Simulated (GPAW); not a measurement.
The system is GaAs.

```xyz
2
Lattice="0.0000 2.8268 2.8268 2.8268 0.0000 2.8268 2.8268 2.8268 0.0000" Properties=species:S:1:pos:R:3 pbc="T T T"
As    4.2403    4.2403    4.2403
Ga    0.0000    0.0000    0.0000
```

Program: GPAW 26.7.0. Alike in all runs: cell as given; smearing fermi-dirac 0.05 eV.

Task: Order these runs on this cell by their band gap on the k mesh, lowest first.
A. level PBEsol; potentials or basis PAW data sets generated in the run's folder for this functional, pw; spin SOC, no magnetisation; k mesh 8 × 8 × 8; cutoff (eV) 600; maxiter 150; band path GXWKGLUWLK,UX; band points 100; spin axis theta (degrees) 0; spin axis phi (degrees) 0
B. level PBE0; potentials or basis GPAW PAW data sets (gpaw-data 1.2.1), pw; spin off; k mesh 6 × 6 × 6; cutoff (eV) 450; maxiter 60
C. level RPBE; potentials or basis the program's PAW data sets (release 1.2.1) made for this functional, pw; spin SOC, no magnetisation; k mesh 8 × 8 × 8; cutoff (eV) 600; maxiter 150; band path GXWKGLUWLK,UX; band points 100; spin axis theta (degrees) 0; spin axis phi (degrees) 0

Result: A (0.40 eV), C (0.59 eV), B (2.00 eV).

Caveats: spin-orbit coupling was added after a scalar SCF, so levels and gaps hold it while energy, forces, pressure and moments don't (some runs); this program's spin-orbit splittings come out too wide for heavy elements (some runs).

A k mesh can miss the band edges.

Runs at the PBE level aren't shown here.
